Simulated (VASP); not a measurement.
Write the native input for VASP 6.6.1 that does the following.

```yaml
Task: band structure
Functional: r2SCAN
Potentials_or_basis: VASP PAW PBE potentials, release 64 (K_sv, Br)
Cutoff: 520 eV
k_mesh: 7 × 7 × 7
Occupations: gaussian, width 0.02 eV
Spin: no spin polarisation
Further_INCAR_settings: ALGO = Normal; EDIFF = 1e-07
```

The structure of KBr lies in POSCAR:

```
KBr                                     
1.0
    0.0000000000      3.3067267190      3.3067267190
    3.3067267190      0.0000000000      3.3067267190
    3.3067267190      3.3067267190     -0.0000000000
  K               Br            
     1     1
Direct
     0.0000000000000000    0.0000000000000000    0.0000000000000000
     0.5000000000000000    0.5000000000000000    0.5000000000000000
```

The cell is a database's computed one.

These files were run (other wordings do the same):

INCAR

```
SYSTEM = KBr
PREC = Accurate ; ENCUT = 520
EDIFF = 1E-7 ; ISMEAR = 0
SIGMA = 0.02 ; LREAL = .False.
LASPH = .True. ; NELM = 60
ALGO = Normal ; ISIF = 2
LWAVE = .False. ; LCHARG = .False.
METAGGA = R2SCAN ; LMIXTAU = .True.
```

KPOINTS

```
regular mesh
0
Gamma
  7 7 7
  0 0 0
```

KPOINTS_OPT

```
path GXWKGLUWLK,UX
15
line-mode
reciprocal
 0.0000000000  0.0000000000  0.0000000000  G
 0.5000000000  0.0000000000  0.5000000000  X

 0.5000000000  0.0000000000  0.5000000000  X
 0.5000000000  0.2500000000  0.7500000000  W

 0.5000000000  0.2500000000  0.7500000000  W
 0.3750000000  0.3750000000  0.7500000000  K

 0.3750000000  0.3750000000  0.7500000000  K
 0.0000000000  0.0000000000  0.0000000000  G

 0.0000000000  0.0000000000  0.0000000000  G
 0.5000000000  0.5000000000  0.5000000000  L

 0.5000000000  0.5000000000  0.5000000000  L
 0.6250000000  0.2500000000  0.6250000000  U

 0.6250000000  0.2500000000  0.6250000000  U
 0.5000000000  0.2500000000  0.7500000000  W

 0.5000000000  0.2500000000  0.7500000000  W
 0.5000000000  0.5000000000  0.5000000000  L

 0.5000000000  0.5000000000  0.5000000000  L
 0.3750000000  0.3750000000  0.7500000000  K

 0.6250000000  0.2500000000  0.6250000000  U
 0.5000000000  0.0000000000  0.5000000000  X
```

Potentials or basis: VASP PAW PBE potentials, release 64 (K_sv, Br).

The run is started by

```console
$ cat potpaw_PBE.64/K_sv/POTCAR potpaw_PBE.64/Br/POTCAR > POTCAR
$ mpirun -np 1 vasp_std > vasp.out
```

Results of the run:

```yaml
Pressure: 0.0 GPa
Band_gap_on_the_k_mesh: 5.06 eV, direct
Band_gap_along_the_path: 5.06 eV, direct
```

Caveat: the PAW data sets were made with another functional, which shifts forces and pressure a little.

Run time: 4.1 min on 1 thread of AMD EPYC 9R45 96-Core Processor (Zen 5), on a shared host, peak memory 0.19 GiB.
